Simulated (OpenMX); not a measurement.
## Ti: single point with PBE

Ti:

```xyz
1
Lattice="0.0218 1.9987 2.0313 2.0065 0.0030 2.0501 2.0395 2.0505 -0.0301" Properties=species:S:1:pos:R:3 pbc="T T T"
Ti    0.0208   -0.0177   -0.0242
```

The cell isn't the ideal one: cell strained at random at fixed volume.

```json
{"Program": "OpenMX 3.8.5", "Task": "single point", "Functional": "PBE", "Potentials or basis": "OpenMX 2013 PBE set, Ti7.0-s2p2d1, grid cutoff 400 Ry", "k mesh": "11 × 11 × 11", "Occupations": "fermi-dirac, width 0.05 eV", "Spin": "no spin polarisation", "Mixing scheme": "rmm-diisk", "SCF threshold": "1e-08 Ha", "Solver": "band", "Max SCF cycles": "100"}
```

```
Pressure               : 1.7 GPa
Band gap on the k mesh : none (metal or under the smearing width)
```

Wall time 25 s on 1 thread of Arm Neoverse V1 (shared host), peak memory 0.35 GiB.

Caveat: the transition metal has a single d function, too few for pressures, volumes and moments; the basis of atomic orbitals isn't converged, which shifts pressures, moduli and gaps.
